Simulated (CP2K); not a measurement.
Runs of CP2K 2026.2 on Te2Mo. The cell holds a slab with vacuum, 6 atoms: a = 6.362 Å, b = 3.480 Å, c = 36.176 Å, α = 90.00°, β = 90.14°, γ = 90.00°. 

```csv
task,level,potentials or basis,smearing,points a segment of the path (NPOINTS),bands added on the path,CUTOFF of the grids,D3 from the s-dftd3 library (D3_REFERENCE_CODE),cutoff radius of the dispersion sum (A),gap on the mesh (eV),largest force (eV/Å)
band structure,LDA,"GTH_POTENTIALS Te GTH-PADE-q6, Mo GTH-PADE-q14; TZVP-MOLOPT-PBE-GTH basis",fermi-dirac 0.1 eV,6,4,450 Ry,-,-,none,0.25
single point,r2SCAN,"POTENTIAL_UZH Te GTH-SCAN-q6, Mo GTH-SCAN-q14; DZVP-MOLOPT-SCAN-GTH basis",fermi-dirac 0.05 eV,-,-,675 Ry,-,-,none,0.33
single point,r2SCAN+D3(BJ),"POTENTIAL_UZH Te GTH-SCAN-q6, Mo GTH-SCAN-q14; DZVP-MOLOPT-SCAN-GTH basis",fermi-dirac 0.05 eV,-,-,675 Ry,yes,20,none,0.29
single point,r2SCAN+D4,"POTENTIAL_UZH Te GTH-SCAN-q6, Mo GTH-SCAN-q14; DZVP-MOLOPT-SCAN-GTH basis",fermi-dirac 0.05 eV,-,-,675 Ry,-,20,none,(a)
single point,r2SCAN+D3(BJ)+ATM,"POTENTIAL_UZH Te GTH-SCAN-q6, Mo GTH-SCAN-q14; DZVP-MOLOPT-SCAN-GTH basis",fermi-dirac 0.05 eV,-,-,675 Ry,yes,20,none,0.29
```

Alike in all rows: no spin polarisation; cell as given; k mesh 4 × 8 × 1.

Problem. Fill in the values left out.

Solution. (a) 0.30.

Caveats: the basis of atomic orbitals isn't converged, which shifts pressures, moduli and gaps.

A k mesh can miss the band edges, and the runs leave out spin-orbit coupling on Mo, Te.

A gap of «none» marks a metal or a gap under the smearing width.

Not every run made on this cell is shown here.
